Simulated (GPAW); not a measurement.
# CdTe in GPAW: the effect of functional

The system is CdTe.

```xyz
2
Lattice="0.0000 3.2050 3.2050 3.2050 0.0000 3.2050 3.2050 3.2050 0.0000" Properties=species:S:1:pos:R:3 pbc="T T T"
Te    4.8075    4.8075    4.8075
Cd    0.0000    0.0000    0.0000
```

Alike in all runs:

- Program: GPAW 26.7.0
- Task: dielectric tensor
- Cutoff: 450 eV
- Basis: pw
- k mesh: 6 × 6 × 6
- Occupations: fermi-dirac, width 0.001 eV
- Spin: no spin polarisation

| functional | potentials or basis | dielectric constant (mean) |
| --- | --- | --- |
| LDA | the program's PAW data sets (release 1.2.1) made for this functional | 8.85 |
| AM05 | PAW data sets generated in the run's folder for this functional | ? |
| PBEsol | PAW data sets generated in the run's folder for this functional | 8.26 |
| RPBE | the program's PAW data sets (release 1.2.1) made for this functional | 7.38 |
| GLLB-SC | the program's PAW data sets (release 1.2.1) made for this functional | 7.15 |

Q: What does the run with functional AM05 give?

A: Dielectric constant 7.91 mean.

Caveats: the long-wavelength limit can be off by several per cent where d states take part; a model potential gives levels but no total energy (some runs); response on these states lacks terms of the Hamiltonian (some runs).

Runs at the PBE level aren't shown here.
